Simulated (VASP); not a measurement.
GaP:

```xyz
2
Lattice="0.0000 2.7252 2.7252 2.7252 0.0000 2.7252 2.7252 2.7252 0.0000" Properties=species:S:1:pos:R:3 pbc="T T T"
Ga    0.0000    0.0000    0.0000
P     4.0879    4.0879    4.0879
```

- Program: VASP 6.6.1
- Task: relaxation of cell and atoms
- Functional: BLYP
- Potentials or basis: VASP PAW PBE potentials, release 64 (Ga_d, P)
- Cutoff: 600 eV
- k mesh: 8 × 8 × 8
- Occupations: fermi-dirac, width 0.05 eV
- Spin: no spin polarisation

At the start: pressure 6.4 GPa; volume 20.24 Å³/atom.

Task: Where does the relaxation end?

Result: Over 3 steps the energy falls by 32.1 meV/atom and the volume is 21.96 Å³/atom (+8.5 %); space group F-43m (No. 216, to 0.05 Å).

The path:
| step | energy change (eV) | largest force (eV/Å) | pressure (GPa) | volume (Å³) |
| --- | --- | --- | --- | --- |
| 1 | 0.0000 | 0.0000 | 6.44 | 40.48 |
| 2 | -0.0547 | 0.0000 | -2.03 | 45.44 |
| 3 | -0.0643 | 0.0000 | 0.00 | 43.93 |

Final structure:
```
Ga P
1.0
     0.00000    2.80052    2.80052
     2.80052    0.00000    2.80052
     2.80052    2.80052    0.00000
Ga P
1 1
Direct
  0.00000 0.00000 0.00000
  0.75000 0.75000 0.75000
```

Caveat: the PAW data sets were made with another functional, which shifts forces and pressure a little.
